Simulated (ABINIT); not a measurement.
Crystal: BN.

```xyz
2
Lattice="0.0000 1.8130 1.8130 1.8130 0.0000 1.8130 1.8130 1.8130 0.0000" Properties=species:S:1:pos:R:3 pbc="T T T"
N     0.9065    0.9065    0.9065
B     0.0000    0.0000    0.0000
```

The cell is a database's computed one.

Base run:

| Quantity | Value |
| --- | --- |
| Program | ABINIT 10.8.3 (patched build) |
| Functional | r2SCAN |
| Potentials or basis | JTH PAW PBE v2.0 |
| Cutoff | 844 eV |
| k mesh | 13 × 13 × 13 |
| Occupations | fermi-dirac, width 0.05 eV |
| Spin | no spin polarisation |

Its results: band gap on the k mesh 5.02 eV, indirect (least direct gap 9.46 eV); pressure -2.6 GPa.

Task: The run is repeated on the same cell with these changes: potentials or basis from JTH PAW PBE v2.0 to SG15 NC PBE v1.2; cutoff from 844 eV to 1306 eV. What comes out?

Result: Band gap on the k mesh 5.04 eV, indirect (least direct gap 9.47 eV); pressure -5.6 GPa.

Caveats: the PAW data sets were made with another functional, which shifts forces and pressure a little (some runs); the potentials were made for another functional, which shifts forces and pressure (some runs).

A k mesh can miss the band edges.
